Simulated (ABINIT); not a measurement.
## Quasiparticle gap of LiCl (Fm-3m) in ABINIT

Aim: the G0W0 gap of LiCl (Fm-3m) on PBE, step by step.

Main program and level: ABINIT 10.8.3; PBE and many-body steps on it, plane waves.

## Step 1: Starting point

Symmetry: Fm-3m, No. 225, cubic system. The conventional cell has a = 5.143 Å, b = 5.143 Å, c = 5.143 Å, α = 90.00°, β = 90.00°, γ = 90.00°. Nearest to Li lie 6 Cl at 2.57 Å. Cl has 6 Li at 2.57 Å nearest. Farther neighbours and most contacts between anions are not listed.

The cell and positions come from the Crystallography Open Database and are kept as given unless a step says otherwise.

## Step 2: Ground state

This step: ABINIT 10.8.3; DFT, PBE, plane waves, norm-conserving pseudopotentials.

The ground-state density comes first.

Contents of run.abi:

```
acell 3*1.0 Angstrom
rprim 
  0.000000000000 2.571500000000 2.571500000000
  2.571500000000 0.000000000000 2.571500000000
  2.571500000000 2.571500000000 -0.000000000000
ntypat 2
znucl 3 17
natom 2
typat 1 2
xred 
  0.000000000000 0.000000000000 0.000000000000
  0.500000000000 0.500000000000 0.500000000000
pp_dirpath "pseudos"
pseudos "Li.upf, Cl.upf"
ecut 33
ngkpt 8 8 8
nshiftk 1
shiftk 0 0 0
kptopt 1
chksymbreak 0
nband 10
occopt 1
tolvrs 1e-10
nstep 60
prtwf 0
indata_prefix "in"
outdata_prefix "out"
tmpdata_prefix "tmp"
```

Started as:

```bash
OMP_NUM_THREADS=1 mpirun -n 8 abinit run.abi > log
```

Numbers of over 12 decimals in the logs are rounded to 6 here.

The program printed:

```text
.Version 10.8.3 of ABINIT. v10.8.2 released Aug 2026.

 Symmetries : space group Fm -3 m (#225); Bravais cF (face-center cubic)
================================================================================
 Values of the parameters that define the memory need of the present run
     intxc =       0    ionmov =       0      iscf =       7    lmnmax =       6
     lnmax =       6     mgfft =      36  mpssoang =       3    mqgrid =    3001
     natom =       2  nloc_mem =       1    nspden =       1   nspinor =       1
    nsppol =       1      nsym =      48    n1xccc =    2501    ntypat =       2
    occopt =       1   xclevel =       2
-    mband =          10        mffmem =           1         mkmem =           4
       mpw =        2120          nfft =       46656          nkpt =          29
================================================================================
  Rough estimation (10% accuracy) of disk space for files :
================================================================================

--------------------------------------------------------------------------------
------------- Echo of variables that govern the present computation ------------
--------------------------------------------------------------------------------
 -outvars: echo values of preprocessed input variables --------
            acell      1.8897261259E+00  1.8897261259E+00  1.8897261259E+00 Bohr

      chksymbreak           0
             ecut      3.30000000E+01 Hartree
-          fftalg         312

              ixc     -101130
              kpt      0.00000000E+00  0.00000000E+00  0.00000000E+00
                       1.25000000E-01  0.00000000E+00  0.00000000E+00
                       2.50000000E-01  0.00000000E+00  0.00000000E+00
                       3.75000000E-01  0.00000000E+00  0.00000000E+00
                       5.00000000E-01  0.00000000E+00  0.00000000E+00
                       1.25000000E-01  1.25000000E-01  0.00000000E+00
                       2.50000000E-01  1.25000000E-01  0.00000000E+00
                       3.75000000E-01  1.25000000E-01  0.00000000E+00
                       5.00000000E-01  1.25000000E-01  0.00000000E+00
   [... 18 further rows ...]
                      -3.75000000E-01  5.00000000E-01  1.25000000E-01
                      -2.50000000E-01  5.00000000E-01  2.50000000E-01
         kptrlatt        8    0    0      0    8    0      0    0    8
          kptrlen      5.49781828E+01
P           mkmem           4
            natom           2
            nband          10
            ngfft          36      36      36
             nkpt          29
            nstep          60
             nsym          48
           ntypat           2
              occ      2.000000  2.000000  2.000000  2.000000  2.000000  0.000000
                       0.000000  0.000000  0.000000  0.000000
            prtwf           0
            rprim      0.0000000000E+00  2.5715000000E+00  2.5715000000E+00
[...]
spgroup         225

           tolvrs      1.00000000E-10

             xred      0.0000000000E+00  0.0000000000E+00  0.0000000000E+00
[...]
znucl        3.00000   17.00000

================================================================================

 chkinp: Checking input parameters for consistency.

================================================================================
== DATASET  1 ==================================================================
-   mpi_nproc: 8, omp_nthreads: 1 (-1 if OMP is not activated)

--- !DatasetInfo
iteration_state: {dtset: 1, }
dimensions: {natom: 2, nkpt: 29, mband: 10, nsppol: 1, nspinor: 1, nspden: 1, mpw: 2120, }
cutoff_energies: {ecut:  33.0, pawecutdg:  -1.0, }
electrons: {nelect:   1.00000000E+01, charge:   0.00000000E+00, occopt:   1.00000000E+00, tsmear:   1.00000000E-02, }

 Real(R)+Recip(G) space primitive vectors, cartesian coordinates (Bohr,Bohr^-1):
 R(1)=  0.0000000  4.8594307  4.8594307  G(1)= -0.1028927  0.1028927  0.1028927
 R(2)=  4.8594307  0.0000000  4.8594307  G(2)=  0.1028927 -0.1028927  0.1028927
 R(3)=  4.8594307  4.8594307  0.0000000  G(3)=  0.1028927  0.1028927 -0.1028927
 Unit cell volume ucvol=  2.2950185E+02 bohr^3
 Angles (23,13,12)=  6.00000000E+01  6.00000000E+01  6.00000000E+01 degrees

 getcut: wavevector=  0.0000  0.0000  0.0000  ngfft=  36  36  36
         ecut(hartree)=     33.000   => boxcut(ratio)=   2.02572

--- Pseudopotential description ------------------------------------------------
- Li Generated using ONCVPSP code by D. R. Hamann
-  3.00000   3.00000  171031                  znucl, zion, pspdat
12 -101130 1 -1 1944                          pspcod,pspxc,lmax,lloc,mmax
     nproj     2     2     0
  pspatm : epsatm=    2.74360059
         --- l  ekb(1:nproj) -->
[...]
pspatm: atomic psp has been read  and splines computed

- Cl Generated using ONCVPSP code by D. R. Hamann
- 17.00000   7.00000  171031                  znucl, zion, pspdat
12 -101130 2 -1 1028                          pspcod,pspxc,lmax,lloc,mmax
     nproj     2     2     2
  pspatm : epsatm=    9.12776517
         --- l  ekb(1:nproj) -->
[...]
2   -2.938609   -0.805455
 pspatm: atomic psp has been read  and splines computed

   1.18713658E+02                                ecore*ucvol(ha*bohr**3)
--------------------------------------------------------------------------------

_setup2: Arith. and geom. avg. npw (full set) are    2077.611    2077.588

================================================================================

--- !BeginCycle
iteration_state: {dtset: 1, }
solver: {iscf: 7, nstep: 60, nline: 4, wfoptalg: 0, }
tolerances: {tolvrs: 1.00E-10, }

     iter   Etot(hartree)      deltaE(h)  residm     vres2
 ETOT  1  -23.725085250753    -2.373E+01 5.349E-02 2.825E+01
 ETOT  2  -23.736481926495    -1.140E-02 4.901E-03 2.665E+00
 ETOT  3  -23.736896654719    -4.147E-04 5.779E-04 1.045E-01
 ETOT  4  -23.736901875480    -5.221E-06 3.884E-04 3.541E-03
 ETOT  5  -23.736901999553    -1.241E-07 3.500E-04 3.623E-05
 ETOT  6  -23.736902000918    -1.365E-09 7.767E-05 7.094E-07
 ETOT  7  -23.736902000948    -3.054E-11 1.372E-04 1.184E-08
 ETOT  8  -23.736902000949    -4.512E-13 1.638E-05 2.057E-10
 ETOT  9  -23.736902000950    -6.928E-13 4.847E-05 1.591E-12

 At SCF step    9       vres2   =  1.59E-12 < tolvrs=  1.00E-10 =>converged.

 Cartesian components of stress tensor (hartree/bohr^3)
  sigma(1 1)=  1.18554842E-06  sigma(3 2)=  0.00000000E+00
  sigma(2 2)=  1.18554842E-06  sigma(3 1)=  0.00000000E+00
  sigma(3 3)=  1.18554842E-06  sigma(2 1)=  0.00000000E+00

--- !ResultsGS
iteration_state: {dtset: 1, }
comment   : Summary of ground state results
lattice_vectors:
- [  0.0000000,   4.8594307,   4.8594307, ]
- [  4.8594307,   0.0000000,   4.8594307, ]
- [  4.8594307,   4.8594307,  -0.0000000, ]
lattice_lengths: [   6.87227,    6.87227,    6.87227, ]
lattice_angles: [ 60.000,  60.000,  60.000, ] # degrees, (23, 13, 12)
lattice_volume:   2.2950185E+02
convergence: {deltae: -6.928E-13, res2:  1.591E-12, residm:  4.847E-05, diffor: null, }
etotal    :  -2.37369020E+01
entropy   :   0.00000000E+00
fermie    :   7.07449410E-03
cartesian_stress_tensor: # hartree/bohr^3
- [  1.18554842E-06,   0.00000000E+00,   0.00000000E+00, ]
- [  0.00000000E+00,   1.18554842E-06,   0.00000000E+00, ]
- [  0.00000000E+00,   0.00000000E+00,   1.18554842E-06, ]
pressure_GPa:  -3.4880E-02
xred      :
- [  0.0000E+00,   0.0000E+00,   0.0000E+00, Li]
- [  5.0000E-01,   5.0000E-01,   5.0000E-01, Cl]
cartesian_forces: # hartree/bohr
- [ -0.00000000E+00,  -0.00000000E+00,  -0.00000000E+00, ]
- [ -0.00000000E+00,  -0.00000000E+00,  -0.00000000E+00, ]
force_length_stats: {min:   0.00000000E+00, max:   0.00000000E+00, mean:   0.00000000E+00, }

 Integrated electronic density in atomic spheres:
 ------------------------------------------------
 Atom  Sphere_radius  Integrated_density
    1        2.00000          2.17088333
    2        2.00000          5.10754524
================================================================================

 ----iterations are completed or convergence reached----

 Mean square residual over all n,k,spin=   19.560E-08; max=  48.473E-06
 reduced coordinates (array xred) for    2 atoms
       0.000000000000      0.000000000000      0.000000000000
       0.500000000000      0.500000000000      0.500000000000
 rms dE/dt=  0.0000E+00; max dE/dt=  0.0000E+00; dE/dt below (all hartree)
    1       0.000000000000      0.000000000000      0.000000000000
    2       0.000000000000      0.000000000000      0.000000000000

 cartesian coordinates (angstrom) at end:
    1      0.000000     0.000000     0.000000
    2      2.571500     2.571500     2.571500

 cartesian forces (hartree/bohr) at end:
    1     -0.000000    -0.000000    -0.000000
    2     -0.000000    -0.000000    -0.000000
 frms,max,avg= 0.0000000E+00 0.0000000E+00   0.000E+00  0.000E+00  0.000E+00 h/b

 cartesian forces (eV/Angstrom) at end:
    1     -0.000000    -0.000000    -0.000000
    2     -0.000000    -0.000000    -0.000000
 frms,max,avg= 0.0000000E+00 0.0000000E+00   0.000E+00  0.000E+00  0.000E+00 e/A
 length scales=  1.889726125908  1.889726125908  1.889726125908 bohr
              =  1.000000000000  1.000000000000  1.000000000000 angstroms
 prteigrs : about to open file out_EIG
 Fermi (or HOMO) energy (hartree) =   0.00707   Average Vxc (hartree)=  -0.32134
 Eigenvalues (hartree) for nkpt=  29  k points:
 kpt#   1, nband= 10, wtk=  0.00195, kpt=  0.0000  0.0000  0.0000 (reduced coord)
  -1.59114   -0.48424    0.00707    0.00707    0.00707    0.23803    0.44044    0.44044
   0.44044    0.53344
 prteigrs : prtvol=0 or 1, do not print more k-points.

--- !EnergyTerms
iteration_state     : {dtset: 1, }
comment             : Components of total free energy in Hartree
kinetic             :  1.08076392581941E+01
hartree             :  3.82436065164391E+00
xc                  : -6.21216049699690E+00
Ewald energy        : -1.60353546846629E+01
psp_core            :  5.17266677756038E-01
local_psp           : -1.42412904835214E+01
non_local_psp       : -2.39736292336241E+00
total_energy        : -2.37369020009496E+01
total_energy_eV     : -6.45914008630839E+02
band_energy         : -4.34374594158829E+00

 Cartesian components of stress tensor (hartree/bohr^3)
  sigma(1 1)=  1.18554842E-06  sigma(3 2)=  0.00000000E+00
  sigma(2 2)=  1.18554842E-06  sigma(3 1)=  0.00000000E+00
  sigma(3 3)=  1.18554842E-06  sigma(2 1)=  0.00000000E+00

-Cartesian components of stress tensor (GPa)         [Pressure= -3.4880E-02 GPa]
- sigma(1 1)=  3.48800388E-02  sigma(3 2)=  0.00000000E+00
- sigma(2 2)=  3.48800388E-02  sigma(3 1)=  0.00000000E+00
- sigma(3 3)=  3.48800388E-02  sigma(2 1)=  0.00000000E+00

== END DATASET(S) ==============================================================
================================================================================

 -outvars: echo values of variables after computation  --------
           etotal     -2.3736902001E+01
            nband          10
             nkpt          29
          spgroup         225
 [... the other variables as echoed above ...]

 Calculation completed.
```

It took 6.3 s on 8 MPI ranks of Arm Neoverse N1, shared host; peak memory 0.51 GiB; 49 s of CPU time.

This step gave:

```
total energy               : -645.9140 eV
gap                        : 6.285 eV
k of the valence top       : 0, 0, 0
k of the conduction bottom : 0, 0, 0
least direct gap           : 6.285 eV
pressure                   : -0.03488 GPa
```

The gap is direct, at Γ.

The cutoff was set for levels, not for stress, so the pressure can be off by some GPa.

(Part 1 of 3 ends here.)

[Paths, hosts, dates, memory and timing lines, banners, echoed tables and standing remarks are left out of the program output.]

[Logs are printed without paths, hosts, clocks, repeated set-up lines and the standing remarks that a program may print on its own settings, such as how far it seeks lower states.]

[Runs of the session that timed out or met a known fault of the program may be left out.]

[Hosts, paths, dates, database ids (printed as entryN), source tags and the programs' standing remarks are cut or masked in the printed files.]

[G0W0 gaps are taken among the corrected bands and points alone; a level outside them can change the order at an edge.]

[Where Ansatz stands beside ABINIT at settings called matched, ABINIT's density can come from a denser mesh and the files from another edition; pairs whose starting gaps differed by over 0.03 eV were left out, so agreement reads better than it is.]
